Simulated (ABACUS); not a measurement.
MoS2:

```
Mo S
1.0
     1.58000    0.91221    6.15000
    -1.58000    0.91221    6.15000
     0.00000   -1.82443    6.15000
Mo S
1 2
Direct
  0.00000 0.00000 0.00000
  0.41700 0.41700 0.41700
  0.25000 0.25000 0.25000
```

Measurements of this composition are mostly on another form, of space group No. 194.

```yaml
Program: ABACUS 3.10.1
Task: single point
Functional: PBE
Potentials_or_basis: PseudoDojo NC SR 0.4.1 PBE standard
Cutoff: 1102 eV
Density_cutoff: 4408 eV
Basis: plane waves
k_mesh: 10 × 10 × 10
Occupations: fermi-dirac, width 0.05 eV
Spin: no spin polarisation
```

On this cell: pressure 5.4 GPa; largest force 0.533 eV/Å; band gap on the k mesh 0.96 eV, indirect (least direct gap 1.96 eV).

The same run follows on a disturbed copy (atoms moved at random, drawn with an rms of 0.05 Å):

```
Mo S
1.0
     1.58000    0.91221    6.15000
    -1.58000    0.91221    6.15000
     0.00000   -1.82443    6.15000
Mo S
1 2
Direct
  0.00109 0.99465 0.00229
  0.39382 0.43175 0.43359
  0.24200 0.24394 0.26031
```

Task: What does the disturbed cell give?

Result: The energy moves by +10.9 meV/atom; pressure 2.1 GPa; largest force 1.211 eV/Å; band gap on the k mesh 0.89 eV, indirect (least direct gap 1.91 eV).

Forces in eV/Å, atoms in the order of the input:
```
Mo  -0.776 -0.509  0.778
S    0.613  0.253 -0.575
S    0.163  0.257 -0.203
```

Stress tensor (GPa, compression positive):
```
 2.08 -0.71  2.08
-0.71  3.07  0.02
 2.08  0.02  1.09
```

A k mesh can miss the band edges.
